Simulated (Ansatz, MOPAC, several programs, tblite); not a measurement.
Energy against volume for CaO (NiAs type), at fixed shape and fractional coordinates, computed by several methods (PBE and r2SCAN, where shown, with plane waves in Ansatz); the cell shown is that of r2SCAN. With free coordinates or axes held, a curve is too stiff, and on another method's shape its minimum isn't the method's own volume. The symmetry is P6_3/mmc (No. 194, hexagonal); a = 3.320 Å, c = 5.814 Å in the conventional setting, 13.87 Å³ an atom. Around Ca lie 6 O at 2.41 Å; around O lie 6 Ca at 2.41 Å. Computed, not measured; no magnetism was allowed, and whether the structure is a known phase isn't checked. Energies count from each curve's lowest point; fits are third-order Birch-Murnaghan.

```
Ca O
1.0
     3.31994    0.00000    0.00000
    -1.65997    2.87515    0.00000
     0.00000    0.00000    5.81431
Ca O
2 2
Direct
  0.00000 0.00000 0.00000
  0.00000 0.00000 0.50000
  0.33333 0.66667 0.25000
  0.66667 0.33333 0.75000
```

r2SCAN, on the shape of its own relaxed cell:
```tsv
V (Å³/atom)	E (meV/atom)
13.042	19.67
13.459	4.66
13.875	0.00
14.291	4.16
14.707	15.84
```
V₀ = 13.88 Å³ an atom and B₀ = 113 GPa.

light PBE (260 eV and a coarse mesh), on the shape of the cell shown:
```csv
V (Å³/atom),E (meV/atom)
12.765,93.82
13.320,54.74
13.875,15.46
14.430,0.00
14.985,24.50
15.540,35.69
```
The points scatter about the fit by more than 0.3 meV an atom, since at so low a cutoff the number of plane waves jumps with the volume, so no fit is quoted.

PM7 (MOPAC), on the shape of the cell shown, as a cluster of 72 atoms at the zone centre:
```tsv
V (Å³/atom)	E (meV/atom)
12.210	68.92
13.042	0.00
13.875	15.60
14.707	91.54
15.540	200.71
```
The points scatter about the fit by more than 0.3 meV an atom, so no fit is quoted.

**Question.** PBE, on the shape of its own relaxed cell, gives

| V (Å³/atom) | E (meV/atom) |
| --- | --- |
| 13.367 | 18.10 |
| 13.794 | 4.29 |
| 14.221 | 0.00 |
| 14.647 | 3.82 |
| 15.074 | 14.58 |

What equilibrium volume and bulk modulus follow?

**Answer.** V₀ = 14.22 Å³ an atom and B₀ = 101 GPa.

**Question.** GFN1-xTB (tblite), on the shape of the cell shown, as a cluster of 72 atoms at the zone centre, gives

| V (Å³/atom) | E (meV/atom) |
| --- | --- |
| 12.210 | 53.45 |
| 13.042 | 6.26 |
| 13.875 | 0.00 |
| 14.707 | 22.78 |
| 15.540 | 65.93 |

This method closes the gap of a crystal that DFT finds insulating, so its curve rests on a wrong state.
What equilibrium volume and bulk modulus follow?

**Answer.** V₀ = 13.60 Å³ an atom and B₀ = 101 GPa.
